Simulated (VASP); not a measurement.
**InAs: relaxation of the atoms with PBE**

**What was measured.**

A printed reference work, data compilation reports, for a bulk crystal of InAs at 4.2 K: band gap 0.418 eV (direct).

The system is InAs.

```
In As
1.0
     0.00000    3.09413    3.09413
     3.09413    0.00000    3.09413
     3.09413    3.09413    0.00000
In As
1 1
Direct
  0.00000 0.00000 0.00000
  0.25000 0.25000 0.25000
```

```json
{"Program": "VASP 6.6.1", "Task": "relaxation of the atoms", "Functional": "PBE", "Potentials or basis": "VASP PAW PBE potentials, release 64 (In_d, As)", "Cutoff": "600 eV", "k mesh": "10 × 10 × 10", "Occupations": "gaussian, width 0.03 eV", "Spin": "no spin polarisation", "Further INCAR settings": "ALGO = Fast; EDIFF = 1e-07; IBRION = 2; EDIFFG = -0.01; NSW = 40"}
```

| Property | Result |
| --- | --- |
| Pressure after relaxing | 0.1 GPa |
| Band gap on the k mesh | none (metal or under the smearing width) |

Final structure:
```
In As
1.0
     0.00000    3.09413    3.09413
     3.09413    0.00000    3.09413
     3.09413    3.09413    0.00000
In As
1 1
Cartesian
  0.0000 0.0000 0.0000
  1.5471 1.5471 1.5471
```

Levels at points of the mesh, in eV from the Fermi level:
```
           k point  band 6  band 7  band 8  band 9  band 10  band 11  band 12  band 13
(0.00, 0.00, 0.00)  -11.45   -0.56   -0.01   -0.01    -0.01     3.86     3.86     3.86
(0.50, 0.00, 0.00)  -10.18   -5.44   -0.90   -0.90     0.80     4.62     4.62     6.74
(0.50, 0.50, 0.00)   -9.71   -5.56   -2.11   -2.11     1.65     2.03     8.75     8.78
```

It took 21 s on 1 thread of Intel(R) Xeon(R) 6975P-C (Granite Rapids), on a shared host, peak memory 0.23 GiB.

Measured gap of InAs: 0.418 eV (direct; 4.2 K; a printed reference work, data compilation). This calculation gives 0.00 eV (-0.42 eV). Spin-orbit coupling on As, In is left out. The value is that of PBE on a finite k mesh, which can miss the band edges, without temperature or zero-point motion. Semilocal functionals fall short of measured gaps as a rule.

Caveat: the relaxation stopped at its first step, so nothing moved; this crystal is a semiconductor, whose small gap the functional closes, so the metal is an error of the method.
